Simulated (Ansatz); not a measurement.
Level of theory: DFT PBE, scalar-relativistic, plane waves, PAW (Ansatz). All cells share a 420 eV cutoff and Γ-centred k meshes spaced at most about 0.3 Å⁻¹ (2π included). No spin polarisation in the final relaxations.

All energies are static (0 K, no zero-point motion).

Compare these two cells of MgZn5O6, each relaxed at this level.

A. Space group Cmmm (No. 65), orthorhombic, a = 4.319 Å, b = 12.958 Å, c = 4.318 Å. Mg is surrounded by 6 O at 2.13–2.16 Å; Zn on a site of symmetry m2m has 6 O at 2.16–2.17 Å; Zn on a second site of symmetry m2m has 6 O at 2.15–2.16 Å; Zn on a site of symmetry mmm is surrounded by 6 O at 2.16–2.17 Å; around O on a site of symmetry mmm lie 4 Zn at 2.16 Å and 2 Mg at 2.16 Å; 3 more sites not described.

B. Space group P-4m2 (No. 115), tetragonal, a = 3.271 Å, c = 13.785 Å. Mg is surrounded by 4 O at 1.99 Å; Zn on a site of symmetry 2mm has 4 O at 2.00 Å; Zn on a site of symmetry -4m2 is surrounded by 4 O at 2.00 Å; Zn on a second site of symmetry 2mm has 4 O at 2.00 Å; around O on its first site lie 4 Zn at 2.00 Å; 2 more sites not described.

Task: Which is lower in energy, and by how much?

Result: B is lower, by 106 meV/atom. A has Mg and Zn ordered on rock salt sites, space group Cmmm (No. 65), 10.1 Å³/atom and a gap of 0.99 eV on its mesh; B has Mg and Zn ordered on zinc blende sites, space group P-4m2 (No. 115), 12.3 Å³/atom and a gap of 0.96 eV. Counting O atoms around Mg and Zn (those within 1.25 times the shortest such distance or 1.15 times the sum of covalent radii, 1.27 where that leaves under three), A has Mg 6, Zn 6 and B has Mg 4, Zn 4. The lower one is the more open, so pressure narrows the difference. Both come from invented guesses.

Kohn–Sham gaps at this level usually fall short of measured ones. With atoms moved at random, P-4m2 came back. Other cells relaxed within their symmetry can be saddle points.

The 106 meV/atom preference for B fits the bonding habits of the majority cation. Zn, with its filled 3d shell and fairly covalent Zn–O bonds, favours tetrahedral coordination, whereas the more ionic MgO favours rock salt. At this Mg content the Zn preference probably prevails, with Mg accepting fourfold coordination. The nearly equal Mg–O and Zn–O distances in B, 1.99 and 2.00 Å, suggest that the substitution causes little size-mismatch strain.

B has the shorter bonds yet the larger volume per atom, because fewer neighbours allow stronger individual bonds while the tetrahedral network packs less densely. The denser A is therefore a plausible high-pressure competitor, in line with the known pressure-driven change of ZnO to rock salt. The similar gaps do not imply similar band edges, since the two coordinations mix O 2p and Zn 3d states differently.

The result ranks these two orderings only; a wurtzite-derived arrangement, the natural competitor for Zn-rich compositions, could lie lower, and separation into ZnO and MgO remains untested.
